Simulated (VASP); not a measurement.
# Ca (Immm) in VASP: notebook

Runs on Ca. Level: PBE. Tasks: single point.

Program: VASP 6.6.1. These are calculated values, not measurements. Logs are shortened: lines on timing, memory, paths and dates and some standing lists are left out, and cuts for length are marked.

## 1. Starting point

It takes space group Immm (No. 71, orthorhombic). The conventional cell has a = 4.193 Å, b = 4.203 Å, c = 4.891 Å, α = 90.00°, β = 90.00°, γ = 90.00°. Around Ca (site symmetry mmm) lie 12 Ca at 3.85 to 4.20 Å.

This isn't the form of Ca at room conditions, which is fcc.

## 2. Single point, PBE

INCAR reads:

```
PREC     = Accurate       # precision mode
ENCUT    = 600            # plane-wave cutoff, eV
EDIFF    = 1E-6           # SCF threshold, eV
ISMEAR   = 1              # smearing method
SIGMA    = 0.1            # smearing width, eV
LREAL    = False          # projectors in reciprocal space
LASPH    = True           # aspherical terms in the spheres
NELM     = 100            # most SCF steps
ALGO     = Normal         # electronic algorithm
ISIF     = 2              # what is computed and relaxed
LWAVE    = False          # write WAVECAR
LCHARG   = False          # write CHGCAR
GGA      = PE             # functional
ADDGRID  = False
```

KPOINTS reads:

```
Automatic mesh
0
Gamma
  4 4 4
```

POSCAR reads:

```
Ca
1.0
   -2.1296130000      2.1366080000      2.5183870000
    2.0452440000     -2.1127450000      2.4255450000
    2.0940060000      2.0772270000     -2.4978770000
Ca
1
Direct
    0.5036690000      0.4760610000     -0.0172770000
```

Potentials or basis: VASP PAW PBE potentials, release 64 (Ca_pv).

On the command line:

```console
cat potpaw_PBE.64/Ca_pv/POTCAR > POTCAR
mpirun -np 1 vasp_std > vasp.out
```

OUTCAR:

```text
PREC = Accurate
   ENCUT = 600
   EDIFF = 1E-6
   ISMEAR = 1
   LREAL = False
   LASPH = True
   NELM = 100
   ISIF = 2
   GGA = PE

 Found     36 irreducible k-points:

 Following reciprocal coordinates:
            Coordinates               Weight
  0.000000  0.000000  0.000000      1.000000
  0.250000  0.000000  0.000000      2.000000
  0.500000  0.000000  0.000000      1.000000
  0.000000  0.250000  0.000000      2.000000
  0.250000  0.250000  0.000000      2.000000
  0.500000  0.250000  0.000000      2.000000
   k-points           NKPTS =     36   k-points in BZ     NKDIM =     36   number of bands    NBANDS=      8
   number of dos      NEDOS =    301   number of ions     NIONS =      1
   total plane-waves  NPLWV =  30720
   dimension x,y,z NGX =    32 NGY =   30 NGZ =   32
   dimension x,y,z NGXF=    64 NGYF=   60 NGZF=   64
   ions per type =               1
   NGX,Y,Z   is equivalent  to a cutoff of  13.54, 13.08, 13.76 a.u.
   NGXF,Y,Z  is equivalent  to a cutoff of  27.08, 26.17, 27.53 a.u.
 SYSTEM =  unknown system
   PREC   = accura    normal or accurate (medium, high low for compatibility)
   ISTART =      0    job   : 0-new  1-cont  2-samecut
   ICHARG =      2    charge: 1-file 2-atom 10-const
   ISPIN  =      1    spin polarized calculation?
   LNONCOLLINEAR =      F non collinear calculations
   LSORBIT =      F    spin-orbit coupling
   LASPH  =      T    aspherical Exc in radial PAW
   ENCUT  =  600.0 eV  44.10 Ry    6.64 a.u.   7.85  7.61  7.72*2*pi/ulx,y,z
   NELM   =    100;   NELMIN=  2; NELMDL= -5     # of ELM steps
   EDIFF  = 0.1E-05   stopping-criterion for ELM
   LREAL  =      F    real-space projection
[... 7 lines left out ...]
   TEBEG  =    0.0;   TEEND  =   0.0 temperature during run
   PSTRESS=    0.0 pullay stress
   NELECT =       8.0000    total number of electrons
   NUPDOWN=      -1.0000    fix difference up-down
   EMIN   =  10.00;   EMAX   =-10.00  energy-range for DOS
   EFERMI =   0.00;   METHOD = LEGACY
   ISMEAR =     1;   SIGMA  =   0.10  broadening in eV -4-tet -1-fermi 0-gaus
   EFERMI_NEDOS =   21; number of points for ismear=-14 and -15
   IALGO  =     38    algorithm
   IMIX   =      4    mixing-type and parameters
     AMIX     =   0.40;   BMIX     =  1.00
     AMIX_MAG =   1.60;   BMIX_MAG =  1.00
  volume/ion in A,a.u.               =      43.10       290.85
  Fermi-wavevector in a.u.,A,eV,Ry     =   0.933859  1.764737 11.865531  0.872092
  Thomas-Fermi vector in A             =   2.060604
   LORBIT       =      0    0 simple, 1 ext, 2 COOP (PROOUT), +10 PAW based schemes
   GGA     = PE    functional components
   LHFCALC =     F    Hartree Fock is set to
   AEXX    =    0.0000 exact exchange contribution
   IVDW    =     0    specifies the selected vdW correction
   LEPSILON=     F    determine dielectric tensor
   LRPA    =     F    only Hartree local field effects (RPA)
 non-spin polarized calculation
 Methfessel and Paxton  Order N= 1 SIGMA  =   0.10
  energy-cutoff  :      600.00
  volume of cell :       43.10
 maximum number of plane-waves:      1450
   NGX = 15   NGY = 15   NGZ = 15

 number of electron       8.0000000 magnetization

 Free energy of the ion-electron system (eV)
  ---------------------------------------------------
  ext. energy  EPLUGINS =         0.00000000
  ---------------------------------------------------
  free energy    TOTEN  =        -1.94201684 eV

  energy without entropy =       -1.94078728  energy(sigma->0) =       -1.94160699

 E-fermi :   2.2245     XC(G=0):  -7.6388

 val. band max:        2.1177583019   @ k =   0.0000   0.5000   0.0000
 cond. band min:       2.2458332029   @ k =  -0.2500   0.2500   0.5000
 fundamental gap:      0.1280749011
 Fermi energy:         2.2244897675

 k-point     1 :       0.0000    0.0000    0.0000
  band No.  band energies     occupation
      1     -20.9186      2.00000
      2     -20.9105      2.00000
      3     -20.8839      2.00000
      4      -1.8736      2.00000
      5       4.1984     -0.00000
      6       4.3224      0.00000
      7       4.9156      0.00000
      8       4.9477      0.00000

 k-point     2 :       0.2500    0.0000    0.0000
  band No.  band energies     occupation
      1     -20.9663      2.00000
      2     -20.9335      2.00000
      3     -20.8941      2.00000
      4      -0.8785      2.00000
      5       3.5099     -0.00000
      6       4.1826     -0.00000
      7       4.9213      0.00000
      8       5.3264      0.00000

 k-point     3 :       0.5000    0.0000    0.0000
  band No.  band energies     occupation
      1     -21.0293      2.00000
      2     -20.9484      2.00000
      3     -20.8959      2.00000
      4       1.1226      2.00000
      5       1.9167      2.00012
      6       3.8701     -0.00000
      7       4.8313      0.00000
      8       5.8154      0.00000

 k-point     4 :       0.0000    0.2500    0.0000
  band No.  band energies     occupation
      1     -20.9755      2.00000
      2     -20.9310      2.00000
      3     -20.9000      2.00000
      4      -0.8103      2.00000
      5       3.6617     -0.00000
      6       4.1711     -0.00000
      7       4.8999      0.00000
      8       5.2266      0.00000

 k-point     5 :       0.2500    0.2500    0.0000
  band No.  band energies     occupation
      1     -21.0111      2.00000
      2     -20.9657      2.00000
      3     -20.9093      2.00000
      4       0.8173      2.00000
      5       2.8417     -0.00000
      6       3.4357     -0.00000
      7       5.0522      0.00000
      8       5.3822      0.00000

 k-point     6 :       0.5000    0.2500    0.0000
  band No.  band energies     occupation
      1     -21.0030      2.00000
      2     -20.9643      2.00000
      3     -20.9192      2.00000
      4       1.0283      2.00000
      5       2.7099     -0.00000
      6       3.3099     -0.00000
      7       5.1358      0.00000
      8       5.9042      0.00000

 [... further k-points ...]
[... 5 lines left out ...]
  --------------------------------------------------------------------------------------
  -------------------------------------------------------------------------------------
  Total       -0.2492610     -0.2601939      0.2830431      0.0778227     -0.0602237      0.2532070
  in kB       -9.2660317     -9.6724541     10.5218484      2.8929828     -2.2387552      9.4127204
  external PRESSURE =      -2.8055458 kB  Pullay stress =       0.0000000 kB

 VOLUME and BASIS-vectors are now :
 -----------------------------------------------------------------------------
  energy-cutoff  :      600.00
  volume of cell :       43.10
      direct lattice vectors                 reciprocal lattice vectors
    -2.129613000  2.136608000  2.518387000     0.005544617  0.236380961  0.201221828
     2.045244000 -2.112745000  2.425545000     0.245206417  0.001067158  0.206447491
     2.094006000  2.077227000 -2.497877000     0.243696023  0.239358134  0.003003396

 POSITION                                       TOTAL-FORCE (eV/Angst)
 -----------------------------------------------------------------------------------
      1.95887      2.11169     -0.03158         0.000000     -0.000000      0.000000
 -----------------------------------------------------------------------------------
    total drift:                               -0.000002      0.000003      0.000004

  FREE ENERGIE OF THE ION-ELECTRON SYSTEM (eV)
  ---------------------------------------------------
  free  energy   TOTEN  =        -1.9420168379 eV

  energy  without entropy=       -1.9407872806  energy(sigma->0) =       -1.94160699
```

It took 6.9 s on 1 thread of Intel Xeon Platinum 8488C (Sapphire Rapids), shared host; peak memory 0.18 GiB.

These settings aren't checked as converged: the numbers below hold their error.

What came out:

```yaml
Free_energy: -1.9420 eV
Pressure: -0.3 GPa
Band_gap_on_the_k_mesh: none (metal or under the smearing width)
```

Caveat: the k mesh is coarse (spacing up to 0.54 Å⁻¹), so the values aren't converged.

## 3. Single point, PBE

This run uses another cell than the first one, of the same volume but with other edges.

INCAR, as its differences from that of step 2:

```diff
@@ -1,3 +1,3 @@
 PREC     = Accurate       # precision mode
-ENCUT    = 600            # plane-wave cutoff, eV
+ENCUT    = 250            # plane-wave cutoff, eV
 EDIFF    = 1E-6           # SCF threshold, eV
```

KPOINTS reads:

```
Automatic mesh
0
Gamma
  7 7 7
```

POSCAR reads:

```
Ca
1.0
   -2.0964874600      2.1017318100      2.4453524600
    2.0964874600     -2.1017318100      2.4453524600
    2.0964874600      2.1017318100     -2.4453524600
Ca
1
Direct
    0.5000000000      0.5000000000      0.0000000000
```

Potentials or basis: VASP PAW PBE potentials, release 64 (Ca_pv).

On the command line:

```console
cat potpaw_PBE.64/Ca_pv/POTCAR > POTCAR
mpirun -np 1 vasp_std > vasp.out
```

It took 4.6 s on 1 thread of Intel Xeon Platinum 8488C (Sapphire Rapids), shared host; peak memory 0.12 GiB.

The run converged, but some of its settings lie outside the range that counts as converged, so its numbers aren't taken as properties of the crystal.

Results:

```yaml
Free_energy: -1.9176 eV
Pressure: -0.4 GPa
Band_gap_on_the_k_mesh: none (metal or under the smearing width)
```

## 4. For comparison

An earlier run on the cell as given: functional PBE; potentials or basis VASP PAW PBE potentials, release 64 (Ca_sv); cutoff 520 eV; k mesh 9 × 9 × 9; occupations fermi-dirac, width 0.05 eV; no spin polarisation.

- Pressure: -0.4 GPa
- Band gap on the k mesh: none (metal or under the smearing width)
